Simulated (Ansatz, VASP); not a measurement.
**AlP in VASP and in Ansatz**

```xyz
2
Lattice="0.0000 2.7790 2.7790 2.7790 0.0000 2.7790 2.7790 2.7790 0.0000" Properties=species:S:1:pos:R:3 pbc="T T T"
P     4.1684    4.1684    4.1684
Al    0.0000    0.0000    0.0000
```

Change from the starting cell: volume scaled by 1.06.

Alike in both runs: task single point; functional PBE; k mesh 8 × 8 × 8; occupations fermi-dirac, width 0.05 eV; no spin polarisation.

|  | VASP | Ansatz |
| --- | --- | --- |
| version | VASP 6.6.1 | Ansatz 0.2.0 |
| potentials or method | VASP PAW PBE potentials, release 64 (P, Al) | Ansatz PAW |
| plane-wave cutoff (eV) | 520 | 420 |
| valence electrons in the cell | 8 | 8 |

Ansatz gave:

* gap on the k mesh at the Fermi level (eV): 1.68
* least direct gap on the mesh (eV): 2.86
* pressure (GPa): -2.1

Problem. What did VASP give for the same quantities?

Solution. gap on the k mesh at the Fermi level (eV): 1.68; least direct gap on the mesh (eV): 2.85; pressure (GPa): -2.2.

A k mesh can miss the band edges.
